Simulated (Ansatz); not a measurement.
# TaC: response to strain

Aim: deform TaC (equal xx and yy strain of -1 %) and compute stress, forces and field gradients with LAPW, PAW and all-electron datasets made for the crystal.

Program: Ansatz 0.2.0. Level of theory: DFT LDA, scalar-relativistic. These are calculated values, not measurements.

**1. The system as given**

Symmetry: Fm-3m, No. 225, cubic system. Conventional cell: a = 4.454 Å, b = 4.454 Å, c = 4.454 Å, α = 90.00°, β = 90.00°, γ = 90.00°. Ta (site symmetry m-3m) has 6 C at 2.23 Å as nearest neighbours. Around C (site symmetry m-3m) lie 6 Ta at 2.23 Å.

Coordinates:

```xyz
2
Lattice="0.0000 2.2270 2.2270 2.2270 0.0000 2.2270 2.2270 2.2270 0.0000" Properties=species:S:1:pos:R:3 pbc="T T T"
Ta    0.0000    0.0000    0.0000
C     2.2270    2.2270    2.2270
```

Atoms are numbered in the order of the input: Ta1, C2.

**2. After the deformation**

Space group Fm-3m before, I4/mmm after.

**3. All-electron LAPW**

File input.yaml:

```yaml
crystal:
  lattice:
    - [0.0, 2.20473, 2.227]
    - [2.20473, 0.0, 2.227]
    - [2.20473, 2.20473, 0.0]
  atoms:
    - { symbol: Ta, position: [0.0, 0.0, 0.0] }
    - { symbol: C, position: [0.5, 0.5, 0.5] }
kpoints:
  mp_grid: { grid: [16, 16, 16] }
  band_path:
    path:
      - [0.0, 0.0, 0.0]
      - [0.0, 0.5, 0.5]
      - [0.25, 0.75, 0.5]
      - [0.0, 0.5, 0.0]
      - [0.0, 0.0, 0.0]
      - [0.5, 0.5, 0.0]
      - [0.3725125, 0.6274875, 0.0]
      - [-0.3725125, 0.3725125, 0.0]
      - [0.0, 0.0, 0.0]
    npoints: 5
scf:
  occupations: { method: fermi_dirac, width: 0.05 }
hamiltonian:
  xc: lda
  pseudopotentials: { kind: all_electron, lapw: { basis_error: 0.001 } }
output:
  forces: true
  stress: true
  eigenvalues: true
```

Command:

```
$ ansatz run input.yaml --threads 1 --pin off --max-ram 3072MiB --backend cpu --events-out ev --progress --plain --runs-dir out
```

Standard output, cut to the lines that bear on the results:

```text
LAPW: plane waves up to 9.400 Å⁻¹, error target 1.0e-3 eV per atom; small_component_spin mean_spin; C in spheres of 0.904 Å, 6 of its electrons in bands, Dirac shells []; Ta in spheres of 1.300 Å, 43 of its electrons in bands, Dirac shells []
[...]
Pseudopotentials: kind: all_electron
Pseudopotential: Ta, LAPW, valence charge 43, Koelling and Harmon's equation, gaussian nucleus
Pseudopotential: C, LAPW, valence charge 6, Koelling and Harmon's equation, gaussian nucleus
Functional definition: SPW92
[...]
Crystal: 2 atoms, lattice volume = 21.650 Å³
Basis set: ecut = 336.64631826088595 eV, 315 PW (Γ), exchange–correlation at level 2
Bands: 30, of which v1, the nominal top of the filled ones, is band 25 counted from 1 (24 counted from 0)
Symmetry: 16 space group operations
Space group: I4/mmm (ITA 139), of the structure as read, at distance tolerance 2.8e-5 Å
k-points: 349 of 4096
[...]
SCF iter   1: F=—  HF=-425352.073864 eV  |F-HF|=—  |Δ(HF+E_count)|=         —  Δρ=1.43e-1  dr2=5.64e0  ethr=1.15e-2  ⟨swp⟩=2.0  Hψ=63560  notcnv=0
[...]
the basis was enlarged: its passes take 121.9 KiB over the memory plan, 1 of 1 planned eigensolver slots
[...]
SCF iter  10: F=-425349.965587 eV  HF=-425349.965587 eV  |F-HF|=2.70e-8  |Δ(HF+E_count)|=   1.04e-7  Δρ=1.07e-5  dr2=2.66e-8  ethr=8.13e-10  ⟨swp⟩=2.7  Hψ=31229  notcnv=0
[...]
NSCF: frozen V_eff on 41 k-points
SCF converged after 10 iterations
Free energy (F): -425349.965587 eV
[...]
E sigma→0 (E₀):  -425349.963937 eV
Entropy (-TS):   -0.003301 eV (-1.650 meV/atom)
Fermi energy:    25.303845 eV
[...]
--- Forces (eV/Å), atoms counted from 1 ---
  atom   1  Ta     0.00000000     0.00000000     0.00000000
  atom   2  C      0.00000000     0.00000000     0.00000000
[...]
--- Stress (GPa, compression-positive) ---
       -0.305868       0.000000       0.000000
        0.000000      -0.305868       0.000000
        0.000000       0.000000      -7.451864
  P = ⅓ Tr σ = -2.6879 GPa (-26.879 kbar)
--- Band table (eV; the first three rows and the last of 349) ---
[...]
```

It took 79 s on 1 thread of Intel Xeon Platinum 8488C (Sapphire Rapids), shared host; peak memory 1 GiB.

Read from it: pressure -2.69 GPa; no gap.

**4. PAW with frozen cores**

File input.yaml:

```yaml
crystal:
  lattice:
    - [0.0, 2.20473, 2.227]
    - [2.20473, 0.0, 2.227]
    - [2.20473, 2.20473, 0.0]
  atoms:
    - { symbol: Ta, position: [0.0, 0.0, 0.0] }
    - { symbol: C, position: [0.5, 0.5, 0.5] }
kpoints:
  mp_grid: { grid: [16, 16, 16] }
scf:
  occupations: { method: fermi_dirac, width: 0.05 }
hamiltonian:
  xc: lda
  pseudopotentials: { kind: paw }
output:
  forces: true
  stress: true
  eigenvalues: true
  efg: { contact_densities: true }
```

Command:

```
$ ansatz run input.yaml --threads 1 --pin off --max-ram 3072MiB --backend cpu --events-out ev --progress --plain --runs-dir out
```

Standard output, cut to the lines that bear on the results:

```text
Ta: output.efg is read without spin–orbit coupling, which moves field gradients at and beside such atoms by some per cent and up to a factor of two; PAW files take it under magnetization.noncollinear and magnetization.spin_orbit
[...]
Pseudopotentials: kind: paw
Pseudopotential: Ta, paw, valence charge 13, recommended cutoff 420 eV (normal)
Pseudopotential: C, paw, valence charge 4, recommended cutoff 420 eV (normal)
[... 1 set-up line as earlier in the session ...]
[...]
Crystal: 2 atoms, lattice volume = 21.650 Å³
Basis set: ecut = 420 eV, 411 PW (Γ)
Bands: 13, of which v1, the nominal top of the filled ones, is band 9 counted from 1 (8 counted from 0)
[... 2 set-up lines as earlier in the session ...]
k-points: 349 of 4096
[...]
--- Forces (eV/Å), atoms counted from 1 ---
  atom   1  Ta    -0.00000000     0.00000000     0.00000000
  atom   2  C      0.00000000     0.00000000    -0.00000000
[...]
--- Stress (GPa, compression-positive) ---
       -0.050914       0.000000       0.000000
        0.000000      -0.050914       0.000000
        0.000000       0.000000      -7.255254
  P = ⅓ Tr σ = -2.4524 GPa (-24.524 kbar)
--- PAW observables at the nuclei: V_zz in 10²¹ V/m², potentials from the cell's mean, atoms counted from 1 ---
  atom   1  Ta V_zz =    +5.119702   η = 0.0000   by run symmetry: allowed
            electrostatic potential = -14501.240785 V   contact ρ = 8123654.358713 e/Å³
  atom   2  C  V_zz =    +0.184413   η = 0.0000   by run symmetry: allowed
            electrostatic potential = -431.375883 V   contact ρ = 851.998528 e/Å³
--- Band table (eV; the first three rows and the last of 349) ---
  k-point 0: bands = ["-48.5256", "-14.7971", "-14.7893", "-14.7893", "5.3376", "18.6311", "18.7510", "18.7510", "19.6163", "19.6749", "19.6749", "20.6941", "20.8379"]
[...]
```

It took 7.3 s on 1 thread of Intel Xeon Platinum 8488C (Sapphire Rapids), shared host; peak memory 0.47 GiB.

This run gives: pressure -2.45 GPa; no gap; Vzz Ta1 5.12 (η = 0.00), C2 0.18 (η = 0.00) (10²¹ V/m²).

**5. All-electron PAW on datasets made for the crystal**

Changes to input.yaml since step 4:

```diff
@@ -14,3 +14,3 @@
   xc: lda
-  pseudopotentials: { kind: paw }
+  pseudopotentials: { kind: all_electron, datasets: crystal }
 output:
```

Command:

```
$ ansatz run input.yaml --threads 1 --pin off --max-ram 3072MiB --backend cpu --events-out ev --progress --plain --runs-dir out
```

Standard output, cut to the lines that bear on the results:

```text
[...]
band count auto-derived: 22 (N_el = 31.0; filled up to band 16; 20 by the electrons, moments and atoms)
Ta: output.efg is read without spin–orbit coupling, which moves field gradients at and beside such atoms by some per cent and up to a factor of two; PAW files take it under magnetization.noncollinear and magnetization.spin_orbit
[...]
[... 1 set-up line as earlier in the session ...]
Pseudopotential: Ta, paw, valence charge 27, recommended cutoff 460 eV (normal), Koelling and Harmon's equation, gaussian nucleus
Pseudopotential: C, paw, valence charge 4, recommended cutoff 460 eV (normal), Koelling and Harmon's equation, gaussian nucleus
[... 1 set-up line as earlier in the session ...]
[...]
Crystal: 2 atoms, lattice volume = 21.650 Å³
Basis set: ecut = 460 eV, 531 PW (Γ)
Bands: 22, of which v1, the nominal top of the filled ones, is band 16 counted from 1 (15 counted from 0)
[... 1 set-up line as earlier in the session ...]
[...]
  atom   1  Ta    -0.00000000     0.00000000     0.00000000
  atom   2  C      0.00000000     0.00000000     0.00000000
[...]
--- Stress (GPa, compression-positive) ---
       -0.309963       0.000000       0.000000
        0.000000      -0.309963       0.000000
        0.000000       0.000000      -7.454425
  P = ⅓ Tr σ = -2.6915 GPa (-26.915 kbar)
--- PAW observables at the nuclei: V_zz in 10²¹ V/m², potentials from the cell's mean, atoms counted from 1 ---
  atom   1  Ta V_zz =    +4.875086   η = 0.0000   by run symmetry: allowed
            electrostatic potential = -14495.109410 V   contact ρ = 8119522.079887 e/Å³
  atom   2  C  V_zz =    +0.178581   η = 0.0000   by run symmetry: allowed
            electrostatic potential = -429.305483 V   contact ρ = 852.145406 e/Å³
--- Band table (eV; the first three rows and the last of 349) ---
  k-point 0: bands = ["-43.3214", "-9.5940", "-9.5867", "-9.5867", "4.8674", "4.8706", "4.8719", "4.8719", "4.9221", "4.9227", "4.9227", "10.5562", "23.8473", "23.9674", "23.9674", "24.8415", "24.9005", "24.9005", "25.9072", "26.0504"]
[...]
```

It took 68 s on 1 thread of Intel Xeon Platinum 8488C (Sapphire Rapids), shared host; peak memory 1.2 GiB.

Read from it: pressure -2.69 GPa; no gap; Vzz Ta1 4.88 (η = 0.00), C2 0.18 (η = 0.00) (10²¹ V/m²).

**6. Stress and forces compared**

Stress (GPa, compression positive):

| method | xx | yy | zz | yz | xz | xy |
| --- | --- | --- | --- | --- | --- | --- |
| LAPW | -0.31 | -0.31 | -7.45 | 0.00 | 0.00 | 0.00 |
| PAW | -0.05 | -0.05 | -7.26 | 0.00 | 0.00 | 0.00 |
| crystal datasets | -0.31 | -0.31 | -7.45 | 0.00 | 0.00 | 0.00 |

| method | pressure (GPa) | Vzz Ta1 (10²¹ V/m²) | Vzz C2 (10²¹ V/m²) | SCF cycles, all passes |
| --- | --- | --- | --- | --- |
| LAPW | -2.69 | – | – | 10 |
| PAW | -2.45 | 5.12 | 0.18 | 6 |
| crystal datasets | -2.69 | 4.88 | 0.18 | 10 |

**7. Summary of results**

| quantity | value |
| --- | --- |
| pressure | LAPW -2.69, PAW -2.45, crystal datasets -2.69 GPa |
| largest shear or deviatoric stress (LAPW) | 4.76 GPa |

**Reading.** The largest part of the stress beyond the pressure is 4.76 GPa in size, in the zz component; the atoms are carried along and not relaxed. No run of the undeformed cell stands beside it, so the pressure holds what the given cell had before the change. PAW: stress within 0.25 GPa of LAPW. Crystal datasets: stress within 0.01 GPa of LAPW. Spin-orbit coupling is left out, though the cell holds Ta; in elements this heavy it can shift bands and gaps by tenths of an eV.
